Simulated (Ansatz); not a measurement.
# LiBr (Fm-3m): lattice vibrations

```yaml
crystal:
  lattice:
    - [0.00000, 2.70613, 2.70613]
    - [2.70613, 0.00000, 2.70613]
    - [2.70613, 2.70613, 0.00000]
  atoms:
    - { symbol: Li, position: [0.00000, 0.00000, 0.00000] }
    - { symbol: Br, position: [0.50000, 0.50000, 0.50000] }
```

Unless marked otherwise, the numbers come from PBEsol, all-electron LAPW in Ansatz 0.2.0, scalar-relativistic. k mesh 6×6×6, fixed occupations, basis error target 1 meV/atom. The cell was relaxed by PAW under this functional, which moved its volume by -5 % from the database entry's.

Atoms are displaced by 0.01 Å in the smallest supercells that hold the wave vectors of a 2×2×2 mesh. Negative values stand for unstable modes. The zone centre has no LO-TO term.

(1) What are the phonon energies at the solved wave vectors, in cm⁻¹?

(2) Is the structure dynamically stable at these wave vectors?

(3) How do the optical zone-centre modes decompose, and which are active?

(4) How well do frozen-core PAW files reproduce these all-electron values?

(5) The cell is scaled evenly to 38.446 and 40.824 Å³ (from 39.635), with free atoms relaxed and the shape held. What are the mode Grüneisen parameters γ = −d ln ω/d ln V?

(6) Linear response on PAW files adds the field. What are the dielectric tensor, the Born charges and the LO shift?

Answers

(1) 

```
                q  point                         modes (cm⁻¹)
0.000 0.000 0.000  Gamma                           178.3 (×3)
0.500 0.000 0.000      L  70.5 (×2), 124.7, 199.3 (×2), 361.9
0.500 0.500 0.000      X  75.8 (×2), 112.2, 186.8 (×2), 201.9
```

(2) Yes, no mode is unstable there; wave vectors off this mesh aren't tested.

(3) Point group m-3m: Γ_opt = T1u.

| label | cm⁻¹ | activity | mostly |
| --- | --- | --- | --- |
| T1u | 178.3 | IR | Li (92 %) |

(4) With a cutoff of 420 eV and displacements of 0.0025 Å, the r.m.s. difference over the modes is 0.3 cm⁻¹; the largest difference is 202.4 (PAW) against 201.9 cm⁻¹ (LAPW).

(5) For the highest mode, 372.4 cm⁻¹ in the small cell and 352.0 in the large one give γ ≈ 0.94. From the change of the dynamical matrix on each mode:

| point | cm⁻¹ | γ |
| --- | --- | --- |
| Gamma | 178.3 | 3.40 |
| L | 70.5 | 2.52 |
| L | 124.7 | 1.43 |
| L | 199.3 | 2.50 |
| L | 361.9 | 0.94 |
| X | 75.8 | 0.52 |
| X | 112.2 | 0.56 |
| X | 186.8 | 3.27 |
| X | 201.9 | 2.96 |

Weighted by the modes' heat capacities at 300 K, the mean on this mesh is 2.07; it moves with the q mesh, and a coarse one overweights the zone boundary.

(6) ε∞ = (3.56, 3.56, 3.56) along x, y, z with local fields. Born charges (xx, yy, zz): Li1 (1.22, 1.22, 1.22); Br2 (-1.22, -1.22, -1.22). The highest zone-centre mode lies at 178.7 cm⁻¹ without the macroscopic field and at 336.6 cm⁻¹ with it, for q along x. Lyddane-Sachs-Teller then gives ε₀ = ε∞ (ω_LO/ω_TO)² = 12.65. With the ions free to follow the field, the program's ε₀ is (12.65, 12.65, 12.65).

Caveats: the frozen-core PAW files of the compared runs were fitted under PBE, their cores solved anew for this functional; semilocal gaps are low, and ε∞ tends to come out large.
